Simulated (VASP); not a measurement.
# C (Fd-3m) in VASP: further runs, part 2 of 2

VASP 6.6.1. The steps go on from the part before.

## (3) Band structure, SCAN

Input file INCAR:

```
PREC = Accurate
ENCUT = 520
EDIFF = 1E-6
ISMEAR = -1
SIGMA = 0.05
LREAL = F
LASPH = T
NELM = 60
ALGO = Normal
ISIF = 2
LWAVE = F
LCHARG = F
METAGGA = SCAN
LMIXTAU = T
```

Input file KPOINTS:

```
regular mesh
0
Gamma
  13 13 13
```

Input file POSCAR:

```
C
1.0
    0.0000000000      1.7833700000      1.7833700000
    1.7833700000      0.0000000000      1.7833700000
    1.7833700000      1.7833700000      0.0000000000
C
2
Direct
    0.7500000000      0.7500000000      0.7500000000
    0.5000000000      0.5000000000      0.5000000000
```

Input file KPOINTS_OPT:

```
path GXWKGLUWLK,UX
15
line-mode
reciprocal
 0.0000000000  0.0000000000  0.0000000000  G
 0.5000000000  0.0000000000  0.5000000000  X

 0.5000000000  0.0000000000  0.5000000000  X
 0.5000000000  0.2500000000  0.7500000000  W

 0.5000000000  0.2500000000  0.7500000000  W
 0.3750000000  0.3750000000  0.7500000000  K

 0.3750000000  0.3750000000  0.7500000000  K
 0.0000000000  0.0000000000  0.0000000000  G

 0.0000000000  0.0000000000  0.0000000000  G
 0.5000000000  0.5000000000  0.5000000000  L

 0.5000000000  0.5000000000  0.5000000000  L
 0.6250000000  0.2500000000  0.6250000000  U

 0.6250000000  0.2500000000  0.6250000000  U
 0.5000000000  0.2500000000  0.7500000000  W

 0.5000000000  0.2500000000  0.7500000000  W
 0.5000000000  0.5000000000  0.5000000000  L

 0.5000000000  0.5000000000  0.5000000000  L
 0.3750000000  0.3750000000  0.7500000000  K

 0.6250000000  0.2500000000  0.6250000000  U
 0.5000000000  0.0000000000  0.5000000000  X
```

Potentials or basis: VASP PAW PBE potentials, release 64 (C).

Run with:

```bash
$ cat potpaw_PBE.64/C/POTCAR > POTCAR
$ mpirun -np 1 vasp_std > vasp.out
```

Wall time 74 s (1 thread of Intel Xeon Platinum 8488C (Sapphire Rapids), shared host); peak memory 0.12 GiB.

The run converged. Its results:

- Free energy: -20.0075 eV
- Pressure: -4.2 GPa
- Band gap on the k mesh: 4.54 eV, indirect (least direct gap 6.13 eV)
- Band gap along the path: 4.53 eV, indirect (least direct gap 6.13 eV)

Levels at the corners of the path, in eV from the valence-band top:
| point | band 1 | band 2 | band 3 | band 4 | band 5 | band 6 | band 7 | band 8 |
| --- | --- | --- | --- | --- | --- | --- | --- | --- |
| Γ | -22.44 | 0.00 | 0.00 | 0.00 | 6.13 | 6.13 | 6.13 | 14.17 |
| X | -13.38 | -13.38 | -6.52 | -6.52 | 5.18 | 5.18 | 18.09 | 18.09 |
| X | -13.38 | -13.38 | -6.52 | -6.52 | 5.18 | 5.18 | 18.09 | 18.09 |
| W | -12.61 | -12.61 | -8.56 | -8.56 | 11.34 | 11.34 | 13.18 | 13.18 |
| W | -12.61 | -12.61 | -8.56 | -8.56 | 11.34 | 11.34 | 13.18 | 13.18 |
| K | -13.66 | -12.30 | -9.58 | -5.55 | 6.15 | 11.47 | 15.45 | 16.78 |
| K | -13.66 | -12.30 | -9.58 | -5.55 | 6.15 | 11.47 | 15.45 | 16.78 |
| Γ | -22.44 | 0.00 | 0.00 | 0.00 | 6.13 | 6.13 | 6.13 | 14.17 |
| Γ | -22.44 | 0.00 | 0.00 | 0.00 | 6.13 | 6.13 | 6.13 | 14.17 |
| L | -16.51 | -13.85 | -2.90 | -2.90 | 9.12 | 9.12 | 9.38 | 16.83 |
| L | -16.51 | -13.85 | -2.90 | -2.90 | 9.12 | 9.12 | 9.38 | 16.83 |
| U | -13.66 | -12.30 | -9.58 | -5.55 | 6.15 | 11.47 | 15.45 | 16.78 |
| U | -13.66 | -12.30 | -9.58 | -5.55 | 6.15 | 11.47 | 15.45 | 16.78 |
| W | -12.61 | -12.61 | -8.56 | -8.56 | 11.34 | 11.34 | 13.18 | 13.18 |
| W | -12.61 | -12.61 | -8.56 | -8.56 | 11.34 | 11.34 | 13.18 | 13.18 |
| L | -16.51 | -13.85 | -2.90 | -2.90 | 9.12 | 9.12 | 9.38 | 16.83 |
| L | -16.51 | -13.85 | -2.90 | -2.90 | 9.12 | 9.12 | 9.38 | 16.83 |
| K | -13.66 | -12.30 | -9.58 | -5.55 | 6.15 | 11.47 | 15.45 | 16.78 |
| U | -13.66 | -12.30 | -9.58 | -5.55 | 6.15 | 11.47 | 15.45 | 16.78 |
| X | -13.38 | -13.38 | -6.52 | -6.52 | 5.18 | 5.18 | 18.09 | 18.09 |

Caveat: the PAW data sets were made with another functional, which shifts forces and pressure a little.

## (4) Band structure, rSCAN

Input file INCAR:

```
ALGO = Normal
EDIFF = 1E-6
ENCUT = 520
ISIF = 2
ISMEAR = -1
LASPH = T
LCHARG = F
LMIXTAU = T
LREAL = F
LWAVE = F
METAGGA = RSCAN
NBANDS = 11
NELM = 60
PREC = Accurate
SIGMA = 0.05
```

Input file KPOINTS:

```
k-points
0
Gamma
  13 13 13
```

POSCAR is that of step 3.

Changes to KPOINTS_OPT since step 3:

```diff
@@ -1,3 +1,3 @@
 path GXWKGLUWLK,UX
-15
+20
 line-mode
```

Run with:

```bash
$ cat potpaw_PBE.64/C/POTCAR > POTCAR
$ mpirun -np 1 vasp_std > vasp.out
```

Run time: 84 s. Hardware: 1 thread of Intel Xeon Platinum 8488C (Sapphire Rapids), shared host; peak memory 0.13 GiB.

The run converged. Its results:

```
Free energy             : -20.4037 eV
Pressure                : -3.4 GPa
Band gap on the k mesh  : 4.37 eV, indirect (least direct gap 5.83 eV)
Band gap along the path : 4.35 eV, indirect (least direct gap 5.83 eV)
```

Levels at the corners of the path, in eV from the valence-band top:
| point | band 1 | band 2 | band 3 | band 4 | band 5 | band 6 | band 7 | band 8 |
| --- | --- | --- | --- | --- | --- | --- | --- | --- |
| Γ | -22.64 | 0.00 | 0.00 | 0.00 | 5.83 | 5.83 | 5.83 | 13.81 |
| X | -13.55 | -13.55 | -6.64 | -6.64 | 5.04 | 5.04 | 17.83 | 17.83 |
| X | -13.55 | -13.55 | -6.64 | -6.64 | 5.04 | 5.04 | 17.83 | 17.83 |
| W | -12.78 | -12.78 | -8.68 | -8.68 | 11.28 | 11.28 | 12.89 | 12.89 |
| W | -12.78 | -12.78 | -8.68 | -8.68 | 11.28 | 11.28 | 12.89 | 12.89 |
| K | -13.84 | -12.46 | -9.71 | -5.66 | 6.00 | 11.32 | 15.18 | 16.51 |
| K | -13.84 | -12.46 | -9.71 | -5.66 | 6.00 | 11.32 | 15.18 | 16.51 |
| Γ | -22.64 | 0.00 | 0.00 | 0.00 | 5.83 | 5.83 | 5.83 | 13.81 |
| Γ | -22.64 | 0.00 | 0.00 | 0.00 | 5.83 | 5.83 | 5.83 | 13.81 |
| L | -16.71 | -14.00 | -2.97 | -2.97 | 8.88 | 8.88 | 9.14 | 16.71 |
| L | -16.71 | -14.00 | -2.97 | -2.97 | 8.88 | 8.88 | 9.14 | 16.71 |
| U | -13.84 | -12.46 | -9.71 | -5.66 | 6.00 | 11.32 | 15.18 | 16.51 |
| U | -13.84 | -12.46 | -9.71 | -5.66 | 6.00 | 11.32 | 15.18 | 16.51 |
| W | -12.78 | -12.78 | -8.68 | -8.68 | 11.28 | 11.28 | 12.89 | 12.89 |
| W | -12.78 | -12.78 | -8.68 | -8.68 | 11.28 | 11.28 | 12.89 | 12.89 |
| L | -16.71 | -14.00 | -2.97 | -2.97 | 8.88 | 8.88 | 9.14 | 16.71 |
| L | -16.71 | -14.00 | -2.97 | -2.97 | 8.88 | 8.88 | 9.14 | 16.71 |
| K | -13.84 | -12.46 | -9.71 | -5.66 | 6.00 | 11.32 | 15.18 | 16.51 |
| U | -13.84 | -12.46 | -9.71 | -5.66 | 6.00 | 11.32 | 15.18 | 16.51 |
| X | -13.55 | -13.55 | -6.64 | -6.64 | 5.04 | 5.04 | 17.83 | 17.83 |

Caveat: the PAW data sets were made with another functional, which shifts forces and pressure a little.

## (5) Band structure, TPSS

Input file INCAR:

```
ALGO     = Normal         # electronic algorithm
EDIFF    = 1E-7           # SCF threshold, eV
ENCUT    = 520            # plane-wave cutoff, eV
ISIF     = 2              # what is computed and relaxed
ISMEAR   = -1             # smearing method
LASPH    = T              # aspherical terms in the spheres
LCHARG   = F              # write CHGCAR
LMIXTAU  = T            
LREAL    = F              # projectors in reciprocal space
LWAVE    = F              # write WAVECAR
METAGGA  = TPSS           # meta-GGA
NELM     = 100            # most SCF steps
PREC     = Accurate       # precision mode
SIGMA    = 0.05           # smearing width, eV
```

KPOINTS is that of step 4.

POSCAR is that of step 4.

Changes to KPOINTS_OPT since step 4:

```diff
@@ -1,3 +1,3 @@
 path GXWKGLUWLK,UX
-20
+10
 line-mode
```

Run with:

```bash
$ cat potpaw_PBE.64/C/POTCAR > POTCAR
$ mpirun -np 1 vasp_std > vasp.out
```

It took 64 s on 1 thread of Intel Xeon Platinum 8488C (Sapphire Rapids), shared host; peak memory 0.12 GiB.

The run converged. Its results:

```
Free energy             : -20.8978 eV
Pressure                : 1.8 GPa
Band gap on the k mesh  : 4.17 eV, indirect (least direct gap 5.82 eV)
Band gap along the path : 4.18 eV, indirect (least direct gap 5.82 eV)
```

Levels at the corners of the path, in eV from the valence-band top:
```csv
point,band 1,band 2,band 3,band 4,band 5,band 6,band 7,band 8
Γ,-21.91,0.00,0.00,0.00,5.82,5.82,5.82,13.51
X,-13.04,-13.04,-6.37,-6.37,4.77,4.77,17.28,17.28
X,-13.04,-13.04,-6.37,-6.37,4.77,4.77,17.28,17.28
W,-12.25,-12.25,-8.43,-8.43,10.76,10.76,12.62,12.62
W,-12.25,-12.25,-8.43,-8.43,10.76,10.76,12.62,12.62
K,-13.28,-11.98,-9.44,-5.42,5.72,10.92,14.77,16.01
K,-13.28,-11.98,-9.44,-5.42,5.72,10.92,14.77,16.01
Γ,-21.91,0.00,0.00,0.00,5.82,5.82,5.82,13.51
Γ,-21.91,0.00,0.00,0.00,5.82,5.82,5.82,13.51
L,-16.06,-13.60,-2.83,-2.83,8.73,8.73,8.93,15.88
L,-16.06,-13.60,-2.83,-2.83,8.73,8.73,8.93,15.88
U,-13.28,-11.98,-9.44,-5.42,5.72,10.92,14.77,16.01
U,-13.28,-11.98,-9.44,-5.42,5.72,10.92,14.77,16.01
W,-12.25,-12.25,-8.43,-8.43,10.76,10.76,12.62,12.62
W,-12.25,-12.25,-8.43,-8.43,10.76,10.76,12.62,12.62
L,-16.06,-13.60,-2.83,-2.83,8.73,8.73,8.93,15.88
L,-16.06,-13.60,-2.83,-2.83,8.73,8.73,8.93,15.88
K,-13.28,-11.98,-9.44,-5.42,5.72,10.92,14.77,16.01
U,-13.28,-11.98,-9.44,-5.42,5.72,10.92,14.77,16.01
X,-13.04,-13.04,-6.37,-6.37,4.77,4.77,17.28,17.28
```

Caveat: the PAW data sets were made with another functional, which shifts forces and pressure a little.

## (6) Overview

| level | gap on the mesh (eV) | pressure (GPa) |
| --- | --- | --- |
| r2SCAN | 4.34 | -1.3 |
| SCAN | 4.54 | -4.2 |
| rSCAN | 4.37 | -3.4 |
| TPSS | 4.17 | 1.8 |

Alike in all rows: task band structure; potentials or basis VASP PAW PBE potentials, release 64 (C); no spin polarisation; cell as given; k mesh 13 × 13 × 13; cutoff (eV) 520; smearing fermi-dirac 0.05 eV.

On the cell as given the gap runs from 4.17 eV (TPSS) to 4.53 eV (SCAN). The pressure there spans -4.2 GPa (SCAN) to 1.8 GPa (TPSS); a positive pressure means that this level wants a larger cell, a negative one a smaller.

Caveats: the PAW data sets were made with another functional, which shifts forces and pressure a little.

Total energies depend on the potentials used, so only differences within one code and one set of settings carry meaning.
